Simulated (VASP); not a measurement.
# AlN: cell size and functional, part 3 of 3

Which functional gives which lattice for AlN? The starting structure is a measured crystal structure from the Crystallography Open Database. The first relaxation on each setting starts from this cell expanded by 3 % in volume.

VASP 6.6.1.

Results so far: PBEsol 10.46 Å³ an atom; LDA 10.24 Å³ an atom; PBE 10.63 Å³ an atom; PBEsol + D3(BJ) 10.28 Å³ an atom; r2SCAN 10.39 Å³ an atom; r2SCAN + rVV10 10.35 Å³ an atom; vdW-DF-cx 10.53 Å³ an atom.

## (9) Relaxation with TPSS

Level of this step: TPSS; plane waves and PAW (Al, N) (VASP).

TPSS is an older meta-GGA. This run starts from the cell of an earlier relaxation, which isn't shown; the restart sets up the plane waves anew.

Input file INCAR:

```
SYSTEM = AlN
PREC = Accurate
ENCUT = 520
EDIFF = 1E-06
NELM = 100
ISMEAR = 0
SIGMA = 0.03
LREAL = .FALSE.
ALGO = Normal
METAGGA = TPSS
LASPH = .TRUE.
NBANDS = 14
LORBIT = 11
LWAVE = .FALSE.
LCHARG = .FALSE.
KPAR = 8
IBRION = 2
NSW = 50
ISIF = 3
EDIFFG = -0.006
```

Input file POSCAR:

```
AlN
1.0
    3.1198022066      0.0000000000      0.0000000000
   -1.5599011033      2.7018279657      0.0000000000
    0.0000000000      0.0000000000      4.9995644674
Al N
2 2
Direct
    0.6666666667      0.3333333333      0.5016994218
    0.3333333333      0.6666666667      0.0016994218
    0.6666666667      0.3333333333      0.8833005782
    0.3333333333      0.6666666667      0.3833005782
```

Input file KPOINTS:

```
Automatic mesh
0
Gamma
8 8 4
0 0 0
```

Potentials, in the order of the species: Al and N (PBE family, release 64).

Run with:

```bash
> mpirun -np 8 vasp_std
```

The log of the run:

```text
[... set-up lines as in an earlier step ...]
 entering main loop
       N       E                     dE             d eps       ncg     rms          rms(c)
DAV:   1     0.897661230419E+02    0.89766E+02   -0.75132E+03   840   0.115E+03
DAV:   2    -0.279523478655E+02   -0.11772E+03   -0.10467E+03  1396   0.321E+02
DAV:   3    -0.358216484501E+02   -0.78693E+01   -0.77809E+01  1226   0.835E+01
DAV:   4    -0.360522269751E+02   -0.23058E+00   -0.23036E+00  1324   0.182E+01
[...]
DAV:  12    -0.421780063272E+02    0.55931E-04   -0.13032E-04  1164   0.913E-02    0.129E-02
DAV:  13    -0.421780111229E+02   -0.47957E-05   -0.14241E-05   942   0.286E-02    0.437E-03
DAV:  14    -0.421780120907E+02   -0.96780E-06   -0.48010E-07   720   0.702E-03
   1 F= -.42178012E+02 E0= -.42178012E+02  d E =-.421780E+02
[...]
N       E                     dE             d eps       ncg     rms          rms(c)
DAV:   1    -0.421780271855E+02   -0.16063E-04   -0.82864E-04   978   0.242E-01    0.369E-02
DAV:   2    -0.421780113696E+02    0.15816E-04   -0.80222E-05  1056   0.688E-02    0.120E-02
DAV:   3    -0.421780115957E+02   -0.22611E-06   -0.58516E-06   984   0.180E-02
   2 F= -.42178012E+02 E0= -.42178012E+02  d E =0.494932E-06
 trial-energy change:    0.000000  1 .order    0.000002   -0.000023    0.000026
 step:   0.4629(harm=  0.4629)  dis= 0.00006  next Energy=   -42.178017 (dE=-0.521E-05)
[...]
N       E                     dE             d eps       ncg     rms          rms(c)
DAV:   1    -0.421780221878E+02   -0.10818E-04   -0.23842E-04   936   0.131E-01    0.188E-02
DAV:   2    -0.421780155580E+02    0.66297E-05   -0.22475E-05  1056   0.365E-02    0.602E-03
DAV:   3    -0.421780165788E+02   -0.10207E-05   -0.15027E-06   726   0.937E-03    0.188E-03
DAV:   4    -0.421780167832E+02   -0.20436E-06   -0.11036E-07   462   0.383E-03
   3 F= -.42178017E+02 E0= -.42178017E+02  d E =-.469249E-05
[...]
reached required accuracy - stopping structural energy minimisation
```

Elapsed: 19 s, on 8 MPI ranks of Intel Xeon 6975P-C (Granite Rapids), shared host; peak memory 1.4 GiB; 2.4 min of CPU time.

OUTCAR, selected parts (step 9):

```text
  Total        0.0025771      0.0025771      0.0000441      0.0000000      0.0000000     -0.0000000
  in kB        0.0980164      0.0980164      0.0016780      0.0000000      0.0000000     -0.0000000
  external PRESSURE =       0.0659036 kB  Pullay stress =       0.0000000 kB

 POSITION                                       TOTAL-FORCE (eV/Angst)
 -----------------------------------------------------------------------------------
      1.55967      0.90047      2.50798         0.000000     -0.000000     -0.000838
     -0.00000      1.80095      0.00843         0.000000     -0.000000     -0.000838
      1.55967      0.90047      4.41577        -0.000000      0.000000      0.000838
     -0.00000      1.80095      1.91622        -0.000000      0.000000      0.000838
 -----------------------------------------------------------------------------------
    total drift:                               -0.000000      0.000000      0.000731

  FREE ENERGIE OF THE ION-ELECTRON SYSTEM (eV)
  ---------------------------------------------------
  free  energy   TOTEN  =       -42.1780167832 eV

  energy  without entropy=      -42.1780167831  energy(sigma->0) =      -42.17801678

[... 2 parts as in an earlier step ...]

[... 2 further parts left out ...]
[key lines of the parts left out:]
E-fermi :   6.1085
```

With TPSS the relaxed cell holds 10.531 Å³ an atom, +0.96 % against the measured cell, with a = 3.119 Å and c = 4.999 Å. That is +0.70 % from PBEsol. Pressures at 0.985 and 1.015 times this volume, from two more relaxations that aren't shown, give a bulk modulus of 201.1 GPa.

## (10) Comparison

```
          level  volume (Å³/atom)  against the measured cell (%)   a (Å)   c (Å)  bulk modulus (GPa)  pressure left (GPa)  core minutes
         PBEsol            10.458                           0.26  3.1134  4.9832               202.2                 0.06          2.29
            LDA             10.24                          -1.83  3.0915  4.9488               211.7                -0.01          2.03
            PBE            10.631                           1.92  3.1286  5.0164               194.9                -0.01          1.44
PBEsol + D3(BJ)             10.28                          -1.45  3.0973  4.9495               209.1                 0.01          2.24
         r2SCAN            10.385                          -0.44  3.1051  4.9752               212.6                -0.03           8.4
 r2SCAN + rVV10            10.353                          -0.75  3.1021  4.9691               214.8                -0.05          33.3
      vdW-DF-cx             10.53                           0.95  3.1198  4.9969               200.3                -0.03          26.0
           TPSS            10.531                           0.96  3.1193  4.9991               201.1                 0.01           8.8
```

Core minutes are wall time times ranks, summed over the relaxations behind a row (those for a bulk modulus apart), on shared hosts.

## (11) Outcome

| Item | Value |
| --- | --- |
| volume, PBEsol | 10.46 Å³/atom |
| volume, LDA | 10.24 Å³/atom |
| volume, PBE | 10.63 Å³/atom |
| volume, PBEsol + D3(BJ) | 10.28 Å³/atom |
| volume, r2SCAN | 10.39 Å³/atom |
| volume, r2SCAN + rVV10 | 10.35 Å³/atom |
| volume, vdW-DF-cx | 10.53 Å³/atom |
| volume, TPSS | 10.53 Å³/atom |

What this shows: Across 8 levels the volume of AlN spans 3.8 %, from 10.24 Å³ an atom (LDA) to 10.63 Å³ (PBE). Against the measured volume of the starting structure, PBEsol comes nearest (+0.3 %) and PBE lies farthest (+1.9 %). The measured cell holds zero-point expansion and, unless it was taken cold, thermal expansion, which the runs lack, so small differences decide nothing. Adding D3(BJ) to PBEsol changes the volume by -1.7 %. Adding rVV10 to r2SCAN changes the volume by -0.3 %. The bulk modulus goes from 194.9 GPa (PBE) to 214.8 GPa (r2SCAN + rVV10). LASPH is on in some of these runs and off in others, which adds a little to the differences. All runs keep the symmetry of the start, so they can't find a distortion of lower symmetry. Further runs on this material are not shown.

[Lines on the potential files, build, host, timing and source positions are cut from VASP's logs without a mark.]

[Logs are printed without paths, hosts, clocks, repeated set-up lines and the standing remarks that a program may print on its own settings, such as how far it seeks lower states.]

[Hosts, paths, dates, database ids (printed as entryN), source tags and the programs' standing remarks are cut or masked in the printed files.]
